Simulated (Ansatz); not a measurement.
Computed properties of F

```yaml
crystal:
  lattice:
    - [0.00000, 1.71729, 1.71729]
    - [1.71729, 0.00000, 1.71729]
    - [1.71729, 1.71729, 0.00000]
  atoms:
    - { symbol: F, position: [0.00000, 0.00000, 0.00000] }
```

The cell was built from the fcc type and relaxed in the same program, and has space group Fm-3m; it needn't be a known or the stable phase.

These are results of Ansatz 0.2.0, DFT, PBE, all-electron LAPW, scalar-relativistic, not measurements.

Settings: a Γ-centred 16×16×16 k mesh, Fermi–Dirac smearing of 0.05 eV, basis error target 0.5 meV/atom, no spin polarisation.

```
Volume per atom       : 10.13 Å³
Pressure at this cell : -0.6 kbar
```

Q: Give the computed value. Band gap.

A: none: with an odd electron count and no spin polarisation the bands can't all be full, a metal in this set-up (spin order or a larger cell could open a gap).

Q: Density of states at the Fermi level (0.2 eV bin): what does the calculation give?

A: 2.96 states/eV per cell.
